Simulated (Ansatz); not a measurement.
## Pressure against volume: TaS2

```xyz
3
Lattice="3.3500 0.0000 0.0000 -1.6750 2.9012 0.0000 0.0000 0.0000 5.8600" Properties=species:S:1:pos:R:3 pbc="T T T"
Ta    0.0000    0.0000    0.0000
S     0.0000    1.9341    1.4650
S     1.6750    0.9671    4.3950
```

The cell comes from COD entry 1537360, which wasn't checked; take it as a given geometry. It differs from other determinations.

Spin polarisation is left out, and whether a magnetic state lies lower isn't shown here.

No spin–orbit coupling, which matters for the heavy atoms here.

All numbers are computed: DFT, PBEsol, all-electron LAPW, scalar-relativistic (Ansatz 0.2.0); DFT, PBEsol, PAW with Ansatz's default frozen-core files, scalar-relativistic (Ansatz 0.2.0).

For LAPW: a Γ-centred 8×8×4 k mesh, Fermi–Dirac smearing of 0.02 eV, basis error target 1 meV/atom, no spin polarisation. PAW takes a cutoff of 420 eV at this cell (files made with PBE, cores remade for this functional). The Ansatz runs share mesh, smearing and spin set-up. Plane-wave (PAW) pressures include the program's estimate of the Pulay term.

The cell above is scaled evenly, with fractional coordinates and shape held.

```csv
V/V(cell),V (Å³/atom),"P, LAPW (GPa)","P, PAW (GPa)"
0.9400,17.845,14.68,14.82
0.9600,18.225,10.88,10.97
0.9800,18.605,7.43,7.49
0.9900,18.795,?,?
1.0000,18.984,4.32,4.35
1.0100,19.174,2.87,2.89
1.0200,19.364,1.49,1.50
1.0400,19.744,-1.06,-1.08
1.0600,20.123,-3.37,-3.40
```

Fill in the row V/V(cell) = 0.9900.

P, LAPW (GPa) = 5.83, P, PAW (GPa) = 5.88.

What do Birch–Murnaghan fits to the pressures give?

LAPW: V0 = 19.58 Å³/atom, B0 = 131 GPa, B0′ = 4.1; PAW: V0 = 19.58 Å³/atom, B0 = 132 GPa, B0′ = 4.1.

PAW's V0 lies 0.00 % from the all-electron value and its B0 0.8 %. With shape and internal coordinates held, B0 is an upper bound to the relaxed modulus.
